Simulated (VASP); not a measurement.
# AlN (P6_3mc) in VASP: G0W0 quasiparticle levels with PBEsol

Aim: the G0W0 quasiparticle levels of AlN with PBEsol.

Program: VASP 6.6.1. These are calculated values, not measurements. Logs are shortened: lines on timing, memory, paths and dates and some standing lists are left out, and cuts for length are marked.

## (1) The structure

Symmetry: P6_3mc, No. 186, hexagonal system. Conventional cell: a = 3.113 Å, b = 3.113 Å, c = 4.981 Å, α = 90.00°, β = 90.00°, γ = 120.00°. Al (site symmetry 3m) has 4 N at 1.89 Å as nearest neighbours. N (site symmetry 3m) has 4 Al at 1.89 Å as nearest neighbours.

## (2) G0W0 quasiparticle levels, PBEsol

File POSCAR:

```
AlN
1.0
    3.1130000000      0.0000000000      0.0000000000
   -1.5565000000      2.6959370820      0.0000000000
    0.0000000000      0.0000000000      4.9810000000
Al N
2 2
Direct
    0.3333333333      0.6666666667      0.0000000000
    0.6666666667      0.3333333333      0.5000000000
    0.3333333333      0.6666666667      0.3800000000
    0.6666666667      0.3333333333      0.8800000000
```

File INCAR.step1:

```
PREC = Accurate ; ENCUT = 450
EDIFF = 1E-8 ; ISMEAR = 0
SIGMA = 0.01 ; LREAL = F
LASPH = T ; NELM = 60
ALGO = Normal ; LWAVE = T
LCHARG = F ; GGA = PS
KPAR = 8
```

File INCAR.step2:

```
PREC = Accurate ; ENCUT = 450
EDIFF = 1E-8 ; ISMEAR = 0
SIGMA = 0.01 ; LREAL = F
LASPH = T ; NELM = 1
ALGO = Exact ; LWAVE = T
LCHARG = F ; GGA = PS
NBANDS = 76 ; LOPTICS = T
ISTART = 1 ; KPAR = 8
```

File INCAR.step3:

```
PREC = Accurate ; ENCUT = 450
EDIFF = 1E-8 ; ISMEAR = 0
SIGMA = 0.01 ; LREAL = F
LASPH = T ; ALGO = EVGW0
LWAVE = F ; LCHARG = F
GGA = PS ; NELMGW = 1
NBANDS = 76 ; ENCUTGW = 80
NOMEGA = 50 ; PRECFOCK = Fast
ISTART = 1 ; NBANDSGW = 16
KPAR = 8
```

File KPOINTS:

```
regular mesh
0
Gamma
  4 4 3
```

Potentials or basis: VASP PAW PBE potentials, release 64 (Al_GW, N_GW).

The run is started by

```bash
cat potpaw_PBE.64/Al_GW/POTCAR potpaw_PBE.64/N_GW/POTCAR > POTCAR
cp INCAR.step1 INCAR
mpirun -np 8 vasp_std > vasp.out
cp INCAR.step2 INCAR
mpirun -np 8 vasp_std > vasp.out
cp INCAR.step3 INCAR
mpirun -np 8 vasp_std > vasp.out
```

OUTCAR:

```text
PREC = Accurate
   ENCUT = 450
   EDIFF = 1E-8
   ISMEAR = 0
   LREAL = F
   LASPH = T
   GGA = PS
   NELMGW = 1
   ENCUTGW = 80
   PRECFOCK = Fast
   ISTART = 1

 ion  position               nearest neighbor table
   1  0.333  0.667  0.000-   3 1.89   4 1.89   4 1.89   4 1.89
   2  0.667  0.333  0.500-   4 1.89   3 1.89   3 1.89   3 1.89
   3  0.333  0.667  0.380-   1 1.89   2 1.89   2 1.89   2 1.89
   4  0.667  0.333  0.880-   2 1.89   1 1.89   1 1.89   1 1.89

  LATTYP: Found a hexagonal cell.
 ALAT       =     3.1130000000
 C/A-ratio  =     1.6000642467

  Lattice vectors:

 A1 = (   3.1130000000,   0.0000000000,   0.0000000000)
 A2 = (  -1.5565000000,   2.6959370820,   0.0000000000)
 A3 = (   0.0000000000,   0.0000000000,   4.9810000000)

Analysis of symmetry for initial positions (statically):
=====================================================================
 Subroutine PRICEL returns:
 Original cell was already a primitive cell.

 Routine SETGRP: Setting up the symmetry group for a
 hexagonal supercell.

 Subroutine GETGRP returns: Found 12 space group operations
 (whereof  6 operations were pure point group operations)
 out of a pool of 24 trial point group operations.

The static configuration has the point symmetry C_3v.
 The point group associated with its full space group is C_6v.

Analysis of symmetry for dynamics (positions and initial velocities):
=====================================================================
 Subroutine PRICEL returns:
 Original cell was already a primitive cell.

 Routine SETGRP: Setting up the symmetry group for a
 hexagonal supercell.

 Subroutine GETGRP returns: Found 12 space group operations
 (whereof  6 operations were pure point group operations)
 out of a pool of 24 trial point group operations.

The dynamic configuration has the point symmetry C_3v.
 The point group associated with its full space group is C_6v.

 Subroutine INISYM returns: Found 12 space group operations
 (whereof  6 operations are pure point group operations),
 and found     1 'primitive' translations

----------------------------------------------------------------------------------------

                                     Primitive cell

  volume of cell :      41.8028

  direct lattice vectors                    reciprocal lattice vectors
     3.113000000  0.000000000  0.000000000     0.321233537  0.185464269  0.000000000
    -1.556500000  2.695937082  0.000000000     0.000000000  0.370928538  0.000000000
     0.000000000  0.000000000  4.981000000     0.000000000  0.000000000  0.200762899

  length of vectors
     3.113000000  3.113000000  4.981000000     0.370928538  0.370928538  0.200762899

  position of ions in fractional coordinates (direct lattice)
     0.333333333  0.666666667  0.000000000
     0.666666667  0.333333333  0.500000000
     0.333333333  0.666666667  0.380000000
     0.666666667  0.333333333  0.880000000

  ion indices of the primitive-cell ions
   primitive index   ion index
                 1           1
                 2           2
                 3           3
                 4           4

----------------------------------------------------------------------------------------

 KPOINTS: regular mesh

Automatic generation of k-mesh.
 Grid dimensions read from file:
 generate k-points for:    4    4    3

 Generating k-lattice:

  Cartesian coordinates                     Fractional coordinates (reciprocal lattice)
     0.080308384  0.046366067  0.000000000     0.250000000  0.000000000  0.000000000
     0.000000000  0.092732134  0.000000000     0.000000000  0.250000000  0.000000000
     0.000000000  0.000000000  0.066920966     0.000000000  0.000000000  0.333333333

  Length of vectors
     0.092732134  0.092732134  0.066920966

  Shift w.r.t. Gamma in fractional coordinates (k-lattice)
     0.000000000  0.000000000  0.000000000

 Subroutine IBZKPT returns following result:
 ===========================================

 Found      8 irreducible k-points:

 Following reciprocal coordinates:
            Coordinates               Weight
  0.000000  0.000000  0.000000      1.000000
  0.250000 -0.000000  0.000000      6.000000
  0.500000 -0.000000  0.000000      3.000000
  0.250000  0.250000  0.000000      6.000000
  0.000000  0.000000  0.333333      2.000000
  0.250000 -0.000000  0.333333     12.000000
  0.500000 -0.000000  0.333333      6.000000
  0.250000  0.250000  0.333333     12.000000
   k-points           NKPTS =      8   k-points in BZ     NKDIM =     48   number of bands    NBANDS=     76
   number of dos      NEDOS =    301   number of ions     NIONS =      4
   total plane-waves  NPLWV =  20736
   dimension x,y,z NGX =    24 NGY =   24 NGZ =   36
   dimension x,y,z NGXF=    48 NGYF=   48 NGZF=   72
   ions per type =               2   2
   NGX,Y,Z   is equivalent  to a cutoff of  12.82, 12.82, 12.02 a.u.
   NGXF,Y,Z  is equivalent  to a cutoff of  25.63, 25.63, 24.03 a.u.
 SYSTEM =  unknown system
   PREC   = accura    normal or accurate (medium, high low for compatibility)
   ISTART =      1    job   : 0-new  1-cont  2-samecut
   ICHARG =      0    charge: 1-file 2-atom 10-const
   ISPIN  =      1    spin polarized calculation?
   LNONCOLLINEAR =      F non collinear calculations
   LSORBIT =      F    spin-orbit coupling
   LASPH  =      T    aspherical Exc in radial PAW
   ENCUT  =  450.0 eV  33.07 Ry    5.75 a.u.   5.38  5.38  8.62*2*pi/ulx,y,z
   NELM   =     60;   NELMIN=  2; NELMDL=  0     # of ELM steps
   EDIFF  = 0.1E-07   stopping-criterion for ELM
   LREAL  =      F    real-space projection
   EDIFFG = 0.1E-06   stopping-criterion for IOM
   NSW    =      0    number of steps for IOM
   IBRION =     -1    ionic relax: 0-MD 1-quasi-New 2-CG
   NFREE  =      0    steps in history (QN), initial steepest desc. (CG)
   ISIF   =      0    stress and relaxation
   ISYM   =      3    0-nonsym 1-usesym 2-fastsym
   POTIM  = 0.5000    time-step for ionic-motion
   TEBEG  =    0.0;   TEEND  =   0.0 temperature during run
   PSTRESS=    0.0 pullay stress
   NELECT =      16.0000    total number of electrons
   NUPDOWN=      -1.0000    fix difference up-down
   EMIN   =  10.00;   EMAX   =-10.00  energy-range for DOS
   EFERMI =   0.00;   METHOD = LEGACY
   ISMEAR =     0;   SIGMA  =   0.01  broadening in eV -4-tet -1-fermi 0-gaus
   EFERMI_NEDOS =   21; number of points for ismear=-14 and -15
   IALGO  =     38    algorithm
   IMIX   =      4    mixing-type and parameters
     AMIX     =   0.40;   BMIX     =  1.00
     AMIX_MAG =   1.60;   BMIX_MAG =  1.00
  volume/ion in A,a.u.               =      10.45        70.52
  Fermi-wavevector in a.u.,A,eV,Ry     =   1.188629  2.246183 19.222843  1.412839
  Thomas-Fermi vector in A             =   2.324754
   LORBIT       =      0    0 simple, 1 ext, 2 COOP (PROOUT), +10 PAW based schemes
   GGA     = PS    functional components
   LHFCALC =     T    Hartree Fock is set to
   PRECFOCK=fast      Normal, Fast or Accurate (Low or Medium for compatibility)
   ENCUT4O =  -1.0   cutoff for four orbital integrals eV
   NKREDX  =     1    reduce k-point grid by
   NKREDY  =     1    reduce k-point grid by
   NKREDZ  =     1    reduce k-point grid by
   AEXX    =    1.0000 exact exchange contribution
   HFSCREEN=    0.0000 screening length (either q_TF or 0.3 A-1)
   HFSCREENC=   0.0000 screening length for correlation (either q_TF or 0.3 A-1)
   ENCUTFOCK=  -1.0 apply spherical cutoff to Coloumb kernel
   IVDW    =     0    specifies the selected vdW correction
   LEPSILON=     F    determine dielectric tensor
   LRPA    =     F    only Hartree local field effects (RPA)
   LRPAFORCE           =     F    calculate RPA forces
   ENCUTGW             =  80.0    cutoff for response function in eV
   ENCUTGWSOFT         =  64.0    soft cutoff for Coulomb kernel in GW response function in eV
   ENCUTLF             =  -1.0    cutoff for local field effects
   NELMGW              =     1    number of iterations in solving QP/BSE equation
   NELMHF              =     1    number of iterations in the inner HF iteration
   NKREDLFX            =     1    NKREDLFY  =   1   NKREDLFZ  =   1
 non-spin polarized calculation
 Gauss-broadening in eV      SIGMA  =   0.01
  energy-cutoff  :      450.00
  volume of cell :       41.80
 maximum number of plane-waves:       929
 NGX is ok and might be reduce to    24
  NGX = 12; NGY = 12; NGZ = 20
   NGX = 11   NGY = 11   NGZ = 17
 maximum number of plane-waves:        72
 NGX is ok and might be reduce to    10

 QP shifts <psi_nk| G(iteration)W_0 |psi_nk>: iteration 1
 for sc-GW calculations column KS-energies equals QP-energies in previous step
 and V_xc(KS)=  KS-energies - (<T + V_ion + V_H > + <T+V_H+V_ion>^1  + <V_x>^1)

 k-point   1 :       0.0000    0.0000    0.0000
  band No.  KS-energies  QP-energies   sigma(KS)   V_xc(KS)     V^pw_x(r,r')   Z            occupation Imag(sigma)

      1     -10.1240     -11.4193     -16.4971     -14.6942     -24.6754       0.7185       2.0000       1.2329
      2      -7.9352      -9.1250     -17.8499     -16.1963     -25.7761       0.7195       2.0000       0.9479
      3      -1.0244      -2.0296     -14.0816     -12.6979     -18.4610       0.7265       2.0000       0.2061
      4       4.1882       3.5729     -17.0254     -16.2332     -20.5957       0.7765       2.0000       0.0811
      5       4.1882       3.5729     -17.0254     -16.2332     -20.5957       0.7765       2.0000       0.0811
      6       4.8486       4.3358     -17.3429     -16.6868     -20.7993       0.7815       2.0000       0.0749
[... 8 lines left out ...]
     15      18.0780      19.3839      -9.0258     -10.6718      -4.0129       0.7934       0.0000      -0.1584
     16      18.0780      19.3839      -9.0258     -10.6718      -4.0129       0.7934       0.0000      -0.1584

 k-point   2 :       0.2500   -0.0000    0.0000
  band No.  KS-energies  QP-energies   sigma(KS)   V_xc(KS)     V^pw_x(r,r')   Z            occupation Imag(sigma)

      1      -9.3667     -10.6268     -16.8259     -15.0904     -24.9022       0.7260       2.0000       1.1410
      2      -7.5610      -8.7336     -18.1162     -16.4874     -25.9973       0.7200       2.0000       0.8963
      3      -0.1031      -1.0789     -14.3911     -13.0711     -18.5108       0.7392       2.0000       0.1625
      4       1.5595       0.6651     -15.2832     -14.1085     -19.0519       0.7614       2.0000       0.1156
      5       2.5732       1.7953     -16.0182     -15.0086     -19.6260       0.7705       2.0000       0.0975
      6       3.4709       2.7478     -16.5132     -15.5783     -20.1426       0.7734       2.0000       0.0883
[... 8 lines left out ...]
     15      17.0601      18.4762     -10.2133     -12.0297      -5.2193       0.7796       0.0000      -0.1516
     16      18.2027      19.4521      -9.3376     -10.9259      -4.1636       0.7866       0.0000      -0.2047

 k-point   3 :       0.5000   -0.0000    0.0000
  band No.  KS-energies  QP-energies   sigma(KS)   V_xc(KS)     V^pw_x(r,r')   Z            occupation Imag(sigma)

      1      -8.1261      -9.3272     -17.7067     -16.0489     -25.6500       0.7245       2.0000       0.9767
      2      -7.4194      -8.5866     -18.1598     -16.5391     -26.0048       0.7201       2.0000       0.8719
      3      -0.4585      -1.4756     -14.4145     -13.0352     -18.6337       0.7374       2.0000       0.1732
      4       0.8521      -0.0934     -15.2017     -13.9455     -19.1919       0.7527       2.0000       0.1341
      5       1.6524       0.7794     -15.3575     -14.2095     -19.1817       0.7604       2.0000       0.1177
      6       2.9430       2.1500     -16.2457     -15.2149     -19.9583       0.7693       2.0000       0.0946
[... 74 lines left out ...]
      1      -7.9320      -9.1280     -17.8481     -16.2000     -25.7705       0.7257       2.0000       0.9505
      2      -7.5722      -8.7452     -18.0916     -16.4629     -25.9683       0.7202       2.0000       0.8960
      3      -0.7512      -1.7706     -14.2743     -12.8811     -18.5795       0.7317       2.0000       0.1885
      4      -0.1596      -1.1538     -14.5785     -13.2342     -18.7538       0.7396       2.0000       0.1645
      5       2.8747       2.1243     -15.9561     -14.9837     -19.5245       0.7718       2.0000       0.0937
      6       3.2442       2.4888     -16.3856     -15.4079     -20.0430       0.7726       2.0000       0.0907
[... 8 lines left out ...]
     15      17.2461      18.8987     -12.2180     -14.4144      -6.9327       0.7524       0.0000      -0.1846
     16      19.3298      20.6893     -10.1049     -11.8670      -4.5256       0.7715       0.0000      -0.2815

 k-point   8 :       0.2500    0.2500    0.3333
  band No.  KS-energies  QP-energies   sigma(KS)   V_xc(KS)     V^pw_x(r,r')   Z            occupation Imag(sigma)

      1      -8.0003      -9.1924     -17.7342     -16.0841     -25.6508       0.7224       2.0000       0.9547
      2      -7.5495      -8.7222     -18.1213     -16.4968     -26.0012       0.7219       2.0000       0.8944
      3       0.0786      -0.8949     -14.7015     -13.3906     -18.8302       0.7426       2.0000       0.1562
      4       0.2368      -0.7381     -14.8129     -13.5055     -18.8934       0.7457       2.0000       0.1488
      5       1.7765       0.8900     -15.2094     -14.0490     -18.9130       0.7640       2.0000       0.1110
      6       2.4857       1.6562     -15.6183     -14.5394     -19.2216       0.7688       2.0000       0.0983
[... 8 lines left out ...]
     15      17.4293      18.6719      -9.5316     -11.1036      -4.6663       0.7905       0.0000      -0.1520
     16      19.2566      20.4206      -8.8636     -10.3388      -3.6130       0.7890       0.0000      -0.2255
```

Wall time 25 s (8 MPI ranks of Intel Xeon Platinum 8259CL at 2.50GHz (Skylake/Cascade Lake), shared host); peak memory 0.29 GiB.

What came out:

```yaml
Band_gap_on_the_k_mesh_mean-field_level: 4.13 eV, direct
Quasiparticle_gap: 5.52 eV
Least_direct_quasiparticle_gap: 5.52 eV
```

Levels at points of the mesh, in eV from the valence-band top:
```csv
k point,band 4,band 5,band 6,band 7,band 8,band 9,band 10,band 11,band 12
"(0.00, 0.00, 0.00)",-0.84,-0.84,-0.18,-0.18,0.00,4.13,6.56,10.50,11.04
"(0.50, 0.00, 0.00)",-4.18,-3.38,-2.09,-1.81,-0.66,5.68,5.68,8.09,10.19
```

Caveat: the k mesh is coarse (spacing up to 0.58 Å⁻¹), so the values aren't converged; bands, screening cutoff and mesh are small and nothing is extrapolated, so the quasiparticle values aren't converged.
